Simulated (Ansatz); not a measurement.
The system is Sc.

```
Sc
1.0
     3.30900    0.00000    0.00000
    -1.65450    2.86568    0.00000
     0.00000    0.00000    5.27330
Sc
2
Direct
  0.66667 0.33333 0.75000
  0.33333 0.66667 0.25000
```

```yaml
Program: Ansatz 0.2.0
Task: relaxation of cell and atoms
Functional: PBE
Dispersion: D3(BJ)-ATM
Potentials_or_basis: Ansatz PAW
Cutoff: "420 eV (not typed: the program's choice for these potentials)"
k_mesh: 9 × 9 × 5
Occupations: fermi-dirac, width 0.05 eV
Spin: no spin polarisation
```

At the start: volume 25.00 Å³/atom.

**Question.** How do energy, volume and symmetry change on relaxing?

**Answer.** It ends after 5 steps and the volume is 23.64 Å³/atom (-5.4 %); space group P6_3/mmc (No. 194, to 0.05 Å).

The path:
| step | energy change (eV) | largest force (eV/Å) | volume (Å³) |
| --- | --- | --- | --- |
| 1 | 0.0000 | 0.0000 | 50.00 |
| 2 | -0.0281 | 0.0000 | 46.73 |
| 3 | -0.0296 | 0.0000 | 47.29 |
| 4 | -0.0296 | 0.0000 | 47.29 |
| 5 | -0.0292 | 0.0000 | 47.29 |

Final structure:
```
Sc
1.0
     3.27366    0.00000    0.00000
    -1.63683    2.83507    0.00000
     0.00000    0.00000    5.09510
Sc
2
Direct
  0.66667 0.33333 0.75000
  0.33333 0.66667 0.25000
```

Caveat: the plane-wave basis is chosen anew once the cell has moved, so the energies of steps on either side of that aren't comparable; pairwise dispersion overbinds metals, which lowers pressure and volume.
